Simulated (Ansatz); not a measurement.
(102) slab cut from the bulk of SnS2, P-3m1 (No. 164); the slab's formula is Sn5S12:

```xyz
17
Lattice="3.6513 0.0000 0.0000 0.0000 8.7582 0.0000 0.0000 0.0000 27.4552" Properties=species:S:1:pos:R:3 pbc="T T T"
S     1.8257    6.9776    7.5000
S     0.0000    4.0640    9.0175
Sn    1.8257    2.2834    9.3525
S     0.0000    0.5027    9.6876
S     1.8257    6.3474   11.2050
Sn    0.0000    4.5667   11.5401
S     1.8257    2.7860   11.8751
S     0.0000    8.6307   13.3926
Sn    1.8257    6.8501   13.7276
S     0.0000    5.0694   14.0627
S     1.8257    2.1558   15.5801
Sn    0.0000    0.3752   15.9152
S     1.8257    7.3527   16.2502
S     0.0000    4.4392   17.7677
Sn    1.8257    2.6585   18.1027
S     0.0000    0.8778   18.4378
S     1.8257    6.7225   19.9552
```

The calculation used DFT PBEsol, scalar-relativistic, plane waves, PAW in Ansatz 0.2.0. Plane waves to 420 eV, a k mesh through Γ of 7×3×1 on the computed 17-atom cell and Gaussian smearing (0.05 eV); no spin polarisation. A dipole correction removes the field between periodic images along c.

(1) What forces act on the atoms?

## Answers

(1)
```tsv
atom	Fx (eV/Å)	Fy (eV/Å)	Fz (eV/Å)
S1	0.000	0.177	0.476
S2	0.000	0.078	-0.775
Sn3	0.000	-1.011	1.218
S4	0.000	0.658	-0.968
S5	0.000	-0.005	-0.180
Sn6	0.000	0.025	0.373
S7	0.000	0.118	-0.205
S8	0.000	0.014	-0.031
Sn9	0.000	0.000	0.000
S10	0.000	-0.014	0.031
S11	0.000	-0.118	0.205
Sn12	0.000	-0.025	-0.373
S13	0.000	0.005	0.180
S14	0.000	-0.658	0.968
Sn15	0.000	1.011	-1.218
S16	0.000	-0.078	0.775
S17	0.000	-0.177	-0.476
```

Cost: 1 run of about 1.2 core-minutes, on Intel Xeon 6975P-C (Granite Rapids) (shared hosts).